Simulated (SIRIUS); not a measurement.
Runs of SIRIUS 7.12.0 on Al. It takes space group Fm-3m (No. 225, cubic). Conventional cell: a = 4.050 Å, b = 4.050 Å, c = 4.050 Å, α = 90.00°, β = 90.00°, γ = 90.00°. Around Al (site symmetry m-3m) lie 12 Al at 2.86 Å. 

```csv
task,level,potentials or basis,spin,fixed moment (μB),cell,cutoff (eV),smearing,basis cutoff (gk_cutoff),valence relativity,local orbitals (radial functions),reference energy of the basis,coordinate units,other keys,gap on the mesh (eV),moment (μB),V0 of scaled cells (Å³/atom),B0 (GPa)
band structure,PBE,"all-electron FP-LAPW, apw+lo standard","non-collinear, ferromagnetic start, SOC",-,as given,158,fermi-dirac 0.02 eV,3.41 1/bohr,iora,Al 12,0.25 Ha,lattice,-,-,0.00,-,-
equation of state,LDA,"all-electron FP-LAPW (Koelling-Harmon valence), apw+lo standard",off,-,as given,158,gaussian 0.05 eV,3.41 1/bohr,koelling_harmon,Al 12,-,scaled,-,-,-,(b),(a)
single point,PBE,"all-electron FP-LAPW, apw+lo standard",off,-,cell strained at random,158,fermi-dirac 0.05 eV,3.41 1/bohr,iora,Al 12,0.26 Ha,-,-,none,-,-,-
single point,SOGGA,"all-electron FP-LAPW, apw+lo standard","collinear, zero start",0.5,as given,128,methfessel-paxton 0.1 eV,3.07 1/bohr,iora,Al 12,0.3 Ha,lattice,rk_scale = 0.9,-,0.50,-,-
single point,PBE,"all-electron FP-LAPW, apw+lo rich",off,-,cell strained at random,158,methfessel-paxton 0.1 eV,3.41 1/bohr,iora,Al 21,0.26 Ha,A,-,none,-,-,-
single point,PBE,"all-electron FP-LAPW, apw+lo standard",off,-,as given,158,fermi-dirac 0.05 eV,3.41 1/bohr,iora,Al 12,0.25 Ha,-,-,none,-,-,-
equation of state,PBE,"all-electron FP-LAPW, apw+lo standard",off,-,as given,158,fermi-dirac 0.05 eV,3.41 1/bohr,iora,Al 12,-,-,-,-,-,16.51,79
```

Alike in all rows: k mesh 11 × 11 × 11.

Question: Estimate the missing entries.

Answer: (a) 84; (b) 15.87.

Caveats: spin-orbit coupling enters by second variation, whose total energy isn't converged in the number of states and isn't listed, and the forces lack its term (some runs); few first-variational states were used for spin-orbit coupling, so levels can be off by a tenth of an eV or more (some runs); the total moment is fixed, so each spin has its own Fermi level (some runs).

A gap of «none» marks a metal or a gap under the smearing width.
